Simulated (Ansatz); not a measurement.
# A series in volume scale on Pd

Periodic Kohn-Sham DFT of a crystal at fixed atoms, scaled to volume_scale times the given cell; pressure positive in compression, energy less spherical unpolarised free atoms, largest_vzz the field gradient of largest size among the nuclei. The results are calculated, by Ansatz 0.2.0.

The cell before it is scaled or strained (space group Fm-3m, No. 225):
```
CELL_PARAMETERS angstrom
0.00000 1.94490 1.94490
1.94490 0.00000 1.94490
1.94490 1.94490 0.00000
ATOMIC_POSITIONS crystal
Pd 0.00000 0.00000 0.00000
```

Settings of every row: method all-electron PAW; functional PBE; relativity scalar; k mesh 18x18x18; filling fermi-dirac; smearing width 0.05 eV; nucleus gaussian.

Atom start moment: 0 on all atoms.

| row | volume scale | V (Å³/atom) | pressure (GPa) |
| --- | --- | --- | --- |
| 1 | 0.94 | 13.831 | 22.708 |
| 2 | 0.98 | 14.419 | 11.963 |
| 3 | 0.99 | 14.567 | 9.668 |
| 4 | 1.01 | 14.861 | 5.48 |
| 5 | 1.02 | 15.008 | 3.577 |
| 6 | 1.06 | 15.597 | ? |

Question: what pressure should row 6 give?

Worked fit of pressure. Take u = (V_r/V)^(2/3) − 1 with V_r = 14.567 Å³ an atom, which is twice the finite (Eulerian) strain; such expansions in the strain, on which the Birch-Murnaghan equation of state is built, carry the rest volume and the bulk modulus. The shown rows have u = 0.03517, 0.00683, 0, -0.01323, -0.01969. Least squares give pressure = 9.6586 + 331.064 × u + 1135.77 × u² GPa; a straight line predicts inner rows, each left out in turn, worse (root mean square 0.44 against 0.015 GPa). The rows lie off it by 0.001, -0.010, 0.009, 0.003, -0.003 (root mean square 0.0063 GPa). The withheld row has u = -0.04452, so the fit gives 9.6586 + 331.064 × (-0.04452) + 1135.77 × (-0.04452)² = -2.829 GPa.

The calculation gave -2.958 GPa. The fit lies 0.129 GPa (4.4 % of the value, 0.5 % of the column's range) above it; its largest miss of a shown row is 0.010 GPa. This row lies beyond the range of the fit.
